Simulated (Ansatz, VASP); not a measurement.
**Ca: VASP beside Ansatz**

```
CELL_PARAMETERS angstrom
-2.20520 2.20520 2.19611
2.20520 -2.20520 2.19611
2.20520 2.20520 -2.19611
ATOMIC_POSITIONS crystal
Ca 0.50000 0.50000 0.00000
```

Alike in both runs: task single point; functional PBE; k mesh 11 × 11 × 11; occupations fermi-dirac, width 0.03 eV; no spin polarisation.

|  | VASP | Ansatz |
| --- | --- | --- |
| version | VASP 6.6.1 | Ansatz 0.2.0 |
| potentials or method | VASP PAW PBE potentials, release 64 (Ca_sv), cutoff 520 eV | all-electron LAPW, scalar-relativistic |

```tsv
	VASP	Ansatz	Ansatz less VASP
pressure (GPa)	-0.2	-0.2	-0.01
```

Ansatz ran all-electron here, so the differences hold the error of VASP's frozen core and of both bases.
